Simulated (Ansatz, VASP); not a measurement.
PtS2 in VASP and in Ansatz

INCAR

```
SYSTEM = PtS2
PREC = Accurate ; ENCUT = 520
EDIFF = 1E-7 ; ISMEAR = 0
SIGMA = 0.05 ; LREAL = .FALSE.
LASPH = .TRUE. ; NELM = 60
ALGO = Normal ; ISIF = 2
LWAVE = .FALSE. ; LCHARG = .FALSE.
GGA = PS ; NBANDS = 18
```

The input KPOINTS:

```
Automatic mesh
0
G
  12 12 8
  0 0 0
```

The input POSCAR:

```
PtS2
1.0
    3.6317794627      0.0000000000      0.0000000000
   -1.8158897313      3.1452132756      0.0000000000
    0.0000000000      0.0000000000      5.2907400000
Pt S
1 2
Direct
    0.0000000000      0.0000000000      0.0000000000
    0.3333333333      0.6666666667      0.2500000000
    0.6666666667      0.3333333333      0.7500000000
```

Input for Ansatz:

```yaml
crystal:
  lattice:
    - [3.6317794627, 0.0, 0.0]
    - [-1.8158897313, 3.1452132756, 0.0]
    - [0.0, 0.0, 5.29074]
  atoms:
    - { symbol: Pt, position: [0.0, 0.0, 0.0] }
    - { symbol: S, position: [0.3333333333, 0.6666666667, 0.25] }
    - { symbol: S, position: [0.6666666667, 0.3333333333, 0.75] }
basis:
  ecutwfc: 420
kpoints:
  mp_grid: { grid: [12, 12, 8] }
hamiltonian:
  xc: pbesol
scf:
  occupations: { method: gaussian, width: 0.05 }
output:
  forces: true
  stress: true
  eigenvalues: true
  write_density: true
  write_potential: true
  elf: true
  volumetric_format: npy
```

Change from the starting cell: strain +0.025 along x and y, +0.050 along z, atoms carried along.

Alike in both runs: task single point; functional PBEsol; k mesh 12 × 12 × 8; occupations gaussian, width 0.05 eV; no spin polarisation.

|  | VASP | Ansatz |
| --- | --- | --- |
| version | VASP 6.6.1 | Ansatz 0.2.0 |
| potentials or method | VASP PAW PBE potentials, release 64 (Pt, S) | scalar-relativistic, plane waves, PAW |
| plane-wave cutoff (eV) | 520 | 420 |
| valence electrons in the cell | 22 | 30 |

```csv
,VASP,Ansatz,Ansatz less VASP
gap on the k mesh at the Fermi level (eV),0.46,0.46,+0.002
least direct gap on the mesh (eV),0.71,0.71,-0.006
pressure (GPa),-12.9,-12.7,+0.22
largest component of the traceless stress (GPa),0.07,0.00,-0.070
rms of the force components (eV/Å),0.779,0.770,-0.0091
```

Atom by atom the forces differ by 0.009 eV/Å (rms over components). The two sets of potentials don't hold the same shells in valence.

Caveats: the PAW data sets were made with another functional, which shifts forces and pressure a little (VASP); spin-orbit coupling is left out, which moves the levels of the heavy elements; the cell's inner coordinates are idealised or old, which leaves forces on the atoms.
